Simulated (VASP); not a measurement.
## IrO2: relaxation of cell and atoms with PBEsol

IrO2:

```xyz
6
Lattice="4.4845 0.0000 0.0000 0.0000 4.4845 0.0000 0.0000 0.0000 3.1636" Properties=species:S:1:pos:R:3 pbc="T T T"
Ir    0.0000    4.4845    3.1636
Ir    2.2423    2.2423    1.5818
O     1.3852    1.3852    0.0000
O     0.8571    3.6274    1.5818
O     3.0993    3.0993    0.0000
O     3.6274    0.8571    1.5818
```

```yaml
Program: VASP 6.6.1
Task: relaxation of cell and atoms
Functional: PBEsol
Potentials_or_basis: VASP PAW PBE potentials, release 64 (Ir, O)
Cutoff: 600 eV
k_mesh: 8 × 8 × 12
Occupations: methfessel-paxton, width 0.1 eV
Spin: no spin polarisation
Further_INCAR_settings: ALGO = Normal; EDIFF = 1e-07; IBRION = 2; EDIFFG = -0.005; NSW = 90; ISIF = 3
```

| Quantity | Value |
| --- | --- |
| Relaxed volume | 10.60 Å³/atom |
| Relaxed cell | a = 4.484 Å, b = 4.484 Å, c = 3.164 Å, α = 90.00°, β = 90.00°, γ = 90.00° |
| Space group after relaxing (to 0.05 Å) | P4_2/mnm (No. 136) |
| Energy gained by relaxing | 0.0 meV/atom |
| Ionic steps | 3 |
| Pressure after relaxing | 0.0 GPa |
| Band gap on the k mesh | none (metal or under the smearing width) |

Final structure:
```
Ir O
1.0
     4.48377    0.00000    0.00000
     0.00000    4.48377    0.00000
     0.00000    0.00000    3.16379
Ir O
2 4
Direct
  0.00000 0.00000 0.00000
  0.50000 0.50000 0.50000
  0.30885 0.30885 0.00000
  0.19115 0.80885 0.50000
  0.69115 0.69115 0.00000
  0.80885 0.19115 0.50000
```

Levels at points of the mesh, in eV from the Fermi level:
```
           k point  band 18  band 19  band 20  band 21  band 22  band 23  band 24  band 25
(0.00, 0.00, 0.00)    -2.49    -2.39    -2.32    -2.23     0.74     1.26     4.14     4.18
(0.50, 0.00, 0.00)    -1.66    -1.33    -1.33    -0.31    -0.31     3.57     3.57     3.63
(0.50, 0.50, 0.00)    -2.53    -2.45    -2.45     0.20     0.20     2.51     2.51     4.17
(0.00, 0.00, 0.50)    -1.96    -0.69    -0.69     0.27     0.27     2.24     2.24     2.75
(0.50, 0.00, 0.50)    -2.83    -1.82    -1.82     0.55     0.55     1.11     1.11     4.56
(0.50, 0.50, 0.50)    -1.86    -1.25    -1.25    -0.50    -0.50     2.19     2.19     3.22
```

Run time: 95 s on 4 MPI ranks on Intel(R) Xeon(R) Platinum 8259CL CPU @ 2.50GHz (Skylake/Cascade Lake), with other jobs on the host, peak memory 0.32 GiB a rank.

Caveat: the PAW data sets were made with another functional, which shifts forces and pressure a little. Spin-orbit coupling is left out, which matters for the levels of Ir.
